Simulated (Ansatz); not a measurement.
# BeTe: the cost of one run

Method: DFT, plane waves, PAW, no spin polarisation, in Ansatz 0.2.0.

## (1) Starting point

The cell holds 16 atoms (Be8Te8): a = 6.730 Å, b = 6.730 Å, c = 6.730 Å, α = 90.00°, β = 90.00°, γ = 90.00°.

Structure file:

```xyz
16
Lattice="6.7301 0.0000 0.0000 0.0000 6.7301 0.0000 0.0000 0.0000 6.7301" Properties=species:S:1:pos:R:3 pbc="T T T"
Be    0.0000    0.0000    0.0000
Te    1.6825    1.6825    1.6825
Be    0.0000    0.0000    3.3651
Te    1.6825    1.6825    5.0476
Be    0.0000    3.3651    0.0000
Te    1.6825    5.0476    1.6825
Be    0.0000    3.3651    3.3651
Te    1.6825    5.0476    5.0476
Be    3.3651    0.0000    0.0000
Te    5.0476    1.6825    1.6825
Be    3.3651    0.0000    3.3651
Te    5.0476    1.6825    5.0476
Be    3.3651    3.3651    0.0000
Te    5.0476    5.0476    1.6825
Be    3.3651    3.3651    3.3651
Te    5.0476    5.0476    5.0476
```

## (2) Run 1: PBE

Contents of input.yaml:

```yaml
crystal:
  lattice:
    - [6.7301189675, 0.0, 0.0]
    - [0.0, 6.7301189675, 0.0]
    - [0.0, 0.0, 6.7301189675]
  atoms:
    - { symbol: Be, position: [0.0, 0.0, 0.0] }
    - { symbol: Te, position: [0.25, 0.25, 0.25] }
    - { symbol: Be, position: [0.0, 0.0, 0.5] }
    - { symbol: Te, position: [0.25, 0.25, 0.75] }
    - { symbol: Be, position: [0.0, 0.5, 0.0] }
    - { symbol: Te, position: [0.25, 0.75, 0.25] }
    - { symbol: Be, position: [0.0, 0.5, 0.5] }
    - { symbol: Te, position: [0.25, 0.75, 0.75] }
    - { symbol: Be, position: [0.5, 0.0, 0.0] }
    - { symbol: Te, position: [0.75, 0.25, 0.25] }
    - { symbol: Be, position: [0.5, 0.0, 0.5] }
    - { symbol: Te, position: [0.75, 0.25, 0.75] }
    - { symbol: Be, position: [0.5, 0.5, 0.0] }
    - { symbol: Te, position: [0.75, 0.75, 0.25] }
    - { symbol: Be, position: [0.5, 0.5, 0.5] }
    - { symbol: Te, position: [0.75, 0.75, 0.75] }
kpoints:
  mp_grid: { grid: [2, 2, 2] }
hamiltonian:
  xc: pbe
scf:
  occupations: { method: fermi_dirac, width: 0.02 }
md:
  ensemble: nvt_langevin
  temperature: 200
  timestep: 1.5
  n_steps: 20
  initial_velocities: maxwell_boltzmann
  seed: 5325
```

The run is started by

```
ansatz run input.yaml --threads 4 --pin off --max-ram 3686MiB --backend cpu --events-out ev --progress --plain --runs-dir out
```

Q: Estimate wall time and peak memory on 4 threads of Arm Neoverse N1, shared host.

About 84 s, with a peak of 1 GiB.
